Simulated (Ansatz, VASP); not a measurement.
# Two plane-wave programs on Ti3Se

```xyz
4
Lattice="0.0000 3.1910 3.1910 3.1910 0.0000 3.1910 3.1910 3.1910 0.0000" Properties=species:S:1:pos:R:3 pbc="T T T"
Ti    1.5955    1.5955    1.5955
Ti    3.1910    3.1910    3.1910
Ti    4.7865    4.7865    4.7865
Se    0.0000    0.0000    0.0000
```

Change from the starting cell: species swapped into the Eu3Mg type (Fm-3m, No. 225).

Alike in both runs: functional PBE; k mesh 4 × 4 × 4; occupations gaussian, width 0.1 eV; collinear spin.

Ansatz relaxed the structure, and its values are those at the end. VASP's run is a single point on that final structure, the one shown.

|  | VASP | Ansatz |
| --- | --- | --- |
| version | VASP 6.6.1 | Ansatz 0.2.0 |
| potentials or method | VASP PAW PBE potentials, release 64 (Ti_sv, Se) | scalar-relativistic, plane waves, PAW |
| plane-wave cutoff (eV) | 520 | 420 |
| valence electrons in the cell | 42 | 52 |

|  | VASP | Ansatz | Ansatz less VASP |
| --- | --- | --- | --- |
| gap on the k mesh at the Fermi level (eV) | none | none | - |
| pressure (GPa) | -0.1 | -0.1 | +0.04 |
| net moment per atom (μB) | 0.14 | 0.14 | -0.001 |
| size of the moment on the site where the two differ most (μB) | 0.25 | 0.24 | -0.002 |

Site moments also hang on the region over which each program counts them. A gap of «none» marks a metal or a gap that the smearing closes. With one functional, cell and mesh, what is left measures potentials, basis and numerics. The two sets of potentials don't hold the same shells in valence.

Caveats: the k mesh is coarse (spacing up to 0.43 Å⁻¹), so the values aren't converged.
